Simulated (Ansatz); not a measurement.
# SiO2: the cost of one run

Method: DFT PBE, scalar-relativistic, plane waves, PAW, in Ansatz 0.2.0.

### 1 The starting structure

The structure is tetragonal, space group I-42d (No. 122). Conventional cell: a = 4.748 Å, b = 4.748 Å, c = 7.488 Å, α = 90.00°, β = 90.00°, γ = 90.00°. Si (site symmetry -4) has 4 O at 1.62 Å as nearest neighbours. Around O (site symmetry 2) lie 2 Si at 1.62 Å.

As a file:

```
Si O
1.0
     9.49620    0.00000    0.00000
     0.00000    9.49620    0.00000
    -4.74810   -4.74810    7.48800
Si O
16 32
Direct
  0.00000 0.00000 0.00000
  0.00000 0.00000 0.50000
  0.50000 0.00000 0.50000
  0.50000 0.00000 0.00000
  0.00000 0.50000 0.50000
  0.00000 0.50000 0.00000
  0.50000 0.50000 0.00000
  0.50000 0.50000 0.50000
  0.12500 0.37500 0.25000
  0.12500 0.37500 0.75000
  0.62500 0.37500 0.75000
  0.62500 0.37500 0.25000
  0.12500 0.87500 0.75000
  0.12500 0.87500 0.25000
  0.62500 0.87500 0.25000
  0.62500 0.87500 0.75000
  0.31250 0.49919 0.37500
  0.31250 0.49919 0.87500
  0.81250 0.49919 0.87500
  0.81250 0.49919 0.37500
  0.31250 0.99919 0.87500
  0.31250 0.99919 0.37500
  0.81250 0.99919 0.37500
  0.81250 0.99919 0.87500
  0.12419 0.18750 0.12500
  0.12419 0.18750 0.62500
  0.62419 0.18750 0.62500
  0.62419 0.18750 0.12500
  0.12419 0.68750 0.62500
  0.12419 0.68750 0.12500
  0.62419 0.68750 0.12500
  0.62419 0.68750 0.62500
  0.06250 0.37581 0.37500
  0.06250 0.37581 0.87500
  0.56250 0.37581 0.87500
  0.56250 0.37581 0.37500
  0.06250 0.87581 0.87500
  0.06250 0.87581 0.37500
  0.56250 0.87581 0.37500
  0.56250 0.87581 0.87500
  0.00081 0.43750 0.12500
  0.00081 0.43750 0.62500
  0.50081 0.43750 0.62500
  0.50081 0.43750 0.12500
  0.00081 0.93750 0.62500
  0.00081 0.93750 0.12500
  0.50081 0.93750 0.12500
  0.50081 0.93750 0.62500
```

The runs take a perfect supercell of 48 atoms; the defect goes to fractional position (0.000, 0.000, 0.000).

### 2 The perfect supercell

File input.yaml:

```yaml
crystal:
  lattice:
    - [9.4962, 0.0, 0.0]
    - [0.0, 9.4962, 0.0]
    - [-4.7481, -4.7481, 7.488]
  atoms:
    - { symbol: Si, position: [0.0, 0.0, 0.0] }
    - { symbol: Si, position: [0.0, 0.0, 0.5] }
    - { symbol: Si, position: [0.5, 0.0, 0.5] }
    - { symbol: Si, position: [0.5, 0.0, 0.0] }
    - { symbol: Si, position: [0.0, 0.5, 0.5] }
    - { symbol: Si, position: [0.0, 0.5, 0.0] }
    - { symbol: Si, position: [0.5, 0.5, 0.0] }
    - { symbol: Si, position: [0.5, 0.5, 0.5] }
    - { symbol: Si, position: [0.125, 0.375, 0.25] }
    - { symbol: Si, position: [0.125, 0.375, 0.75] }
    - { symbol: Si, position: [0.625, 0.375, 0.75] }
    - { symbol: Si, position: [0.625, 0.375, 0.25] }
    - { symbol: Si, position: [0.125, 0.875, 0.75] }
    - { symbol: Si, position: [0.125, 0.875, 0.25] }
    - { symbol: Si, position: [0.625, 0.875, 0.25] }
    - { symbol: Si, position: [0.625, 0.875, 0.75] }
    - { symbol: O, position: [0.3125, 0.49919, 0.375] }
    - { symbol: O, position: [0.3125, 0.49919, 0.875] }
    - { symbol: O, position: [0.8125, 0.49919, 0.875] }
    - { symbol: O, position: [0.8125, 0.49919, 0.375] }
    - { symbol: O, position: [0.3125, 0.99919, 0.875] }
    - { symbol: O, position: [0.3125, 0.99919, 0.375] }
    - { symbol: O, position: [0.8125, 0.99919, 0.375] }
    - { symbol: O, position: [0.8125, 0.99919, 0.875] }
    - { symbol: O, position: [0.12419, 0.1875, 0.125] }
    - { symbol: O, position: [0.12419, 0.1875, 0.625] }
    - { symbol: O, position: [0.62419, 0.1875, 0.625] }
    - { symbol: O, position: [0.62419, 0.1875, 0.125] }
    - { symbol: O, position: [0.12419, 0.6875, 0.625] }
    - { symbol: O, position: [0.12419, 0.6875, 0.125] }
    - { symbol: O, position: [0.62419, 0.6875, 0.125] }
    - { symbol: O, position: [0.62419, 0.6875, 0.625] }
    - { symbol: O, position: [0.0625, 0.37581, 0.375] }
    - { symbol: O, position: [0.0625, 0.37581, 0.875] }
    - { symbol: O, position: [0.5625, 0.37581, 0.875] }
    - { symbol: O, position: [0.5625, 0.37581, 0.375] }
    - { symbol: O, position: [0.0625, 0.87581, 0.875] }
    - { symbol: O, position: [0.0625, 0.87581, 0.375] }
    - { symbol: O, position: [0.5625, 0.87581, 0.375] }
    - { symbol: O, position: [0.5625, 0.87581, 0.875] }
    - { symbol: O, position: [0.00081, 0.4375, 0.125] }
    - { symbol: O, position: [0.00081, 0.4375, 0.625] }
    - { symbol: O, position: [0.50081, 0.4375, 0.625] }
    - { symbol: O, position: [0.50081, 0.4375, 0.125] }
    - { symbol: O, position: [0.00081, 0.9375, 0.625] }
    - { symbol: O, position: [0.00081, 0.9375, 0.125] }
    - { symbol: O, position: [0.50081, 0.9375, 0.125] }
    - { symbol: O, position: [0.50081, 0.9375, 0.625] }
basis:
  ecutwfc: 420
  fft_grid_basis: typed
kpoints:
  mp_grid: { grid: [2, 2, 2] }
hamiltonian:
  xc: pbe
  pseudopotentials: { kind: paw }
scf:
  occupations: { method: gaussian, width: 0.05 }
output:
  forces: true
  stress: false
  eigenvalues: true
  bader: false
  write_density: true
  volumetric_format: npy
```

Run with:

```sh
$ ansatz run input.yaml --threads 4 --pin off --max-ram 10240MiB --backend cpu --events-out ev --progress --plain --runs-dir out
```

What time and memory should one allow on 4 threads of Arm Neoverse V1, shared host?

About 7.1 s, with a peak of 2.3 GiB.
